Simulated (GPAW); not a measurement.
The system is WC.

```
W C
1.0
     0.00000    2.19268    2.19268
     2.19268    0.00000    2.19268
     2.19268    2.19268    0.00000
W C
1 1
Direct
  0.00000 0.00000 0.00000
  0.50000 0.50000 0.50000
```

Measurements of this composition are mostly on another form, of space group No. 187.

- Program: GPAW 26.7.0
- Task: single point
- Functional: PBEsol
- Potentials or basis: PAW data sets generated in the run's folder for this functional
- Cutoff: 800 eV
- Basis: pw
- k mesh: 10 × 10 × 10
- Occupations: fermi-dirac, width 0.05 eV
- Spin: no spin polarisation

On this cell: pressure -10.8 GPa; largest force zero by symmetry; band gap on the k mesh none (metal or under the smearing width).

The same run follows on a disturbed copy (atoms moved at random, drawn with an rms of 0.05 Å):

```
W C
1.0
     0.00000    2.19268    2.19268
     2.19268    0.00000    2.19268
     2.19268    2.19268    0.00000
W C
1 1
Direct
  0.98258 0.99518 0.00280
  0.51745 0.50594 0.48678
```

**Question.** What does the disturbed cell give?

**Answer.** The energy (extrapolated to zero smearing) moves by +19.2 meV/atom; pressure -8.9 GPa; largest force 0.704 eV/Å; band gap on the k mesh none (metal or under the smearing width).

Forces on the atoms (eV/Å):
```
W   -0.076  0.277  0.643
C    0.076 -0.277 -0.643
```

Stress tensor (GPa, compression positive):
```
-10.83  -0.01   0.00
 -0.01 -10.02   0.00
  0.00   0.00  -5.75
```
